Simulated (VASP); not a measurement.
# BN (Qingsongite) (F-43m) in VASP: a series of runs, part 2 of 2

VASP 6.6.1. The steps go on from the part before.

## Step 5: Relaxation of the atoms, PBE (a relaxed cell with its volume scaled by 0.98)

Input file INCAR:

```
PREC     = Accurate       # precision mode
ENCUT    = 600            # plane-wave cutoff, eV
EDIFF    = 1E-7           # SCF threshold, eV
ISMEAR   = 0              # smearing method
SIGMA    = 0.03           # smearing width, eV
LREAL    = F              # projectors in reciprocal space
LASPH    = T              # aspherical terms in the spheres
NELM     = 80             # most SCF steps
ALGO     = Normal         # electronic algorithm
ISIF     = 2              # what is computed and relaxed
LWAVE    = F              # write WAVECAR
LCHARG   = F              # write CHGCAR
GGA      = PE             # functional
IBRION   = 2              # ionic algorithm
NSW      = 40             # ionic steps
EDIFFG   = -0.01          # ionic threshold
```

Input file KPOINTS:

```
Automatic mesh
0
Gamma
  14 14 14
```

Input file POSCAR:

```
BN                                      
1.0
    0.0000000000      1.8001189034      1.8001189034
    1.8001189034      0.0000000000      1.8001189034
    1.8001189034      1.8001189034      0.0000000000
  B               N             
     1     1
Direct
     0.0000000000000000    0.0000000000000000    0.0000000000000000
     0.2500000000000000    0.2500000000000000    0.2500000000000000
```

Potentials or basis: VASP PAW PBE potentials, release 64 (B, N).

The run is started by

```console
> cat potpaw_PBE.64/B/POTCAR potpaw_PBE.64/N/POTCAR > POTCAR
> mpirun -np 1 vasp_std > vasp.out
```

OUTCAR:

```text
PREC = Accurate
   ENCUT = 600
   EDIFF = 1E-7
   ISMEAR = 0
   LREAL = F
   LASPH = T
   NELM = 80
   ISIF = 2
   GGA = PE
   IBRION = 2
   NSW = 40
   EDIFFG = -0.01

 ion  position               nearest neighbor table
   1  0.000  0.000  0.000-   2 1.56   2 1.56   2 1.56   2 1.56
   2  0.250  0.250  0.250-   1 1.56   1 1.56   1 1.56   1 1.56

  LATTYP: Found a face centered cubic cell.
 ALAT       =     3.6002378068

  Lattice vectors:

 A1 = (   0.0000000000,   1.8001189034,   1.8001189034)
 A2 = (   1.8001189034,   0.0000000000,   1.8001189034)
 A3 = (   1.8001189034,   1.8001189034,   0.0000000000)

Analysis of symmetry for initial positions (statically):
=====================================================================
 Subroutine PRICEL returns:
 Original cell was already a primitive cell.

 Routine SETGRP: Setting up the symmetry group for a
 face centered cubic supercell.

 Subroutine GETGRP returns: Found 24 space group operations
 (whereof 24 operations were pure point group operations)
 out of a pool of 48 trial point group operations.

The static configuration has the point symmetry T_d .

[... 169 lines left out ...]
 k-point     1 :       0.0000    0.0000    0.0000
  band No.  band energies     occupation
      1     -12.8164      2.00000
      2       7.5548      2.00000
      3       7.5548      2.00000
      4       7.5548      2.00000
      5      16.4329      0.00000
      6      16.4329      0.00000
      7      16.4329      0.00000
      8      18.1051      0.00000
[... 243 lines left out ...]
 k-point    24 :       0.2857    0.1429    0.0000
  band No.  band energies     occupation
      1     -11.0329      2.00000
      2       2.4758      2.00000
      3       5.1784      2.00000
      4       5.6798      2.00000
      5      15.8620      0.00000
      6      19.3510      0.00000
      7      19.8068      0.00000
      8      20.5078      0.00000

 [... further k-points ...]

------------------------ aborting loop because EDIFF is reached ----------------------------------------

  FORCE on cell =-STRESS in cart. coord.  units (eV):
  Direction    XX          YY          ZZ          XY          YZ          ZX
  --------------------------------------------------------------------------------------
  -------------------------------------------------------------------------------------
  Total        0.5712598      0.5712598      0.5712598      0.0000000      0.0000000      0.0000000
  in kB       78.4531969     78.4531969     78.4531969      0.0000000      0.0000000      0.0000000
  external PRESSURE =      78.4531969 kB  Pullay stress =       0.0000000 kB

 VOLUME and BASIS-vectors are now :
 -----------------------------------------------------------------------------
  energy-cutoff  :      600.00
  volume of cell :       11.67
      direct lattice vectors                 reciprocal lattice vectors
     0.000000000  1.800118903  1.800118903    -0.277759430  0.277759430  0.277759430
     1.800118903  0.000000000  1.800118903     0.277759430 -0.277759430  0.277759430
     1.800118903  1.800118903  0.000000000     0.277759430  0.277759430 -0.277759430

 POSITION                                       TOTAL-FORCE (eV/Angst)
 -----------------------------------------------------------------------------------
      0.00000      0.00000      0.00000         0.000000      0.000000      0.000000
      0.90006      0.90006      0.90006        -0.000000     -0.000000     -0.000000
 -----------------------------------------------------------------------------------
    total drift:                                0.000000      0.000000      0.000000

  FREE ENERGIE OF THE ION-ELECTRON SYSTEM (eV)
  ---------------------------------------------------
  free  energy   TOTEN  =       -17.4481240443 eV

  energy  without entropy=      -17.4481240443  energy(sigma->0) =      -17.44812404

 reached required accuracy - stopping structural energy minimisation
```

OSZICAR:

```text
N       E                     dE             d eps       ncg     rms          rms(c)
DAV:   1     0.141054625877E+02    0.14105E+02   -0.56090E+03  1696   0.111E+03
DAV:   2    -0.181656920674E+02   -0.32271E+02   -0.30953E+02  2296   0.204E+02
DAV:   3    -0.184330223342E+02   -0.26733E+00   -0.26733E+00  2048   0.222E+01
DAV:   4    -0.184332312938E+02   -0.20896E-03   -0.20896E-03  2240   0.578E-01
DAV:   5    -0.184332313834E+02   -0.89592E-07   -0.89592E-07  1952   0.894E-03    0.675E+00
DAV:   6    -0.175401461645E+02    0.89309E+00   -0.34247E+00  2272   0.144E+01    0.331E+00
DAV:   7    -0.174628162373E+02    0.77330E-01   -0.99450E-02  2248   0.315E+00    0.191E+00
DAV:   8    -0.174478182915E+02    0.14998E-01   -0.42548E-02  1976   0.191E+00    0.199E-01
DAV:   9    -0.174480455778E+02   -0.22729E-03   -0.54019E-04  1744   0.263E-01    0.765E-02
DAV:  10    -0.174481194210E+02   -0.73843E-04   -0.13621E-04  2408   0.124E-01    0.158E-02
DAV:  11    -0.174481239739E+02   -0.45529E-05   -0.65947E-06  1904   0.266E-02    0.624E-03
DAV:  12    -0.174481240250E+02   -0.51067E-07   -0.11290E-06  2104   0.959E-03    0.435E-04
DAV:  13    -0.174481240443E+02   -0.19354E-07   -0.24923E-08   840   0.180E-03
   1 F= -.17448124E+02 E0= -.17448124E+02  d E =-.174481E+02
```

It took 10 s on 1 thread of Intel Xeon Platinum 8488C (Sapphire Rapids), shared host; peak memory 0.12 GiB.

What came out:

* Free energy: -17.4481 eV
* Pressure after relaxing: 7.8 GPa
* Band gap on the k mesh: 4.47 eV, indirect (least direct gap 8.88 eV)

Final structure:
```cif
data_structure
_symmetry_space_group_name_H-M 'P 1'
_symmetry_Int_Tables_number 1
_cell_length_a 2.5458
_cell_length_b 2.5458
_cell_length_c 2.5458
_cell_angle_alpha 60.000
_cell_angle_beta 60.000
_cell_angle_gamma 60.000
_cell_volume 11.67
loop_
_atom_site_label
_atom_site_type_symbol
_atom_site_fract_x
_atom_site_fract_y
_atom_site_fract_z
_atom_site_occupancy
B1 B 0.00000 0.00000 0.00000 1
N1 N 0.25000 0.25000 0.25000 1
```

Levels at points of the mesh, in eV from the valence-band top:
```
           k point  band 1  band 2  band 3  band 4  band 5  band 6  band 7  band 8
(0.00, 0.00, 0.00)  -20.37    0.00    0.00    0.00    8.88    8.88    8.88   10.55
(0.50, 0.00, 0.00)  -16.10  -10.80   -1.96   -1.96   10.31   10.77   10.77   15.38
(0.50, 0.50, 0.00)  -14.71   -9.00   -4.97   -4.97    4.47    9.30   18.11   18.11
```

Caveat: the relaxation stopped at its first step, so nothing moved. A k mesh can miss the band edges.

## Step 6: Overview

```csv
task,cell,gap on the mesh (eV),pressure (GPa)
relaxation of cell and atoms,relaxed,4.45,0.0
relaxation of the atoms,atoms relaxed from: a relaxed cell with its volume scaled by 0.94,4.51,25.9
relaxation of the atoms,atoms relaxed from: a relaxed cell with its volume scaled by 0.96,4.49,16.5
relaxation of the atoms,atoms relaxed from: a relaxed cell with its volume scaled by 0.98,4.47,7.8
```

Alike in all rows: level PBE; potentials or basis VASP PAW PBE potentials, release 64 (B, N); no spin polarisation; k mesh 14 × 14 × 14; cutoff (eV) 600; smearing gaussian 0.03 eV.

Caveats: the relaxation stopped at its first step, so nothing moved.

Absolute energies hang on the potentials; compare differences alone.
